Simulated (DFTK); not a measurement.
# Sn under changes of volume

One of the cells (33.803 Å³/atom); the others are scaled copies at fixed shape and fractional positions:

```
CELL_PARAMETERS angstrom
0.00000 3.23334 3.23334
3.23334 0.00000 3.23334
3.23334 3.23334 0.00000
ATOMIC_POSITIONS crystal
Sn 0.75000 0.75000 0.75000
Sn 0.50000 0.50000 0.50000
```

This isn't the form of Sn at room conditions, which is tetragonal (white tin).

```yaml
Program: DFTK 0.8.2
Functional: LDA
Potentials_or_basis: cp2k.nc.sr.lda.v0_1.semicore.gth (LDA, GTH)
Cutoff: 735 eV
k_mesh: 7 × 7 × 7
Occupations: fermi-dirac, width 0.05 eV
Spin: no spin polarisation
```

```tsv
volume (Å³/atom)	energy over the lowest point (meV/atom)	pressure (GPa)
31.775	5.21	1.7
32.451	0.49	0.6
33.127	0.00	-0.3
33.803	?	?
34.479	9.92	-1.9
35.155	19.58	-2.6
35.831	31.89	-3.2
```

**Question.** What does the run at 33.803 Å³/atom give?

**Answer.** Energy over the lowest point 3.28 meV/atom; pressure -1.2 GPa.

Worked out: A Birch-Murnaghan fit of order 3 (a polynomial in V^(-2/3)) to the other rows has its minimum at 32.87 Å³/atom with B0 = V·E''(V) = 45 GPa and B' = 4.6. It gives 3.28 meV/atom at 33.803 Å³/atom, against the run's 3.28, and -dE/dV = -1.2 GPa, against -1.2.

Energies are extrapolated to zero smearing.

Caveats: GTH potentials come without recommended cutoffs, and this one wasn't checked for convergence.
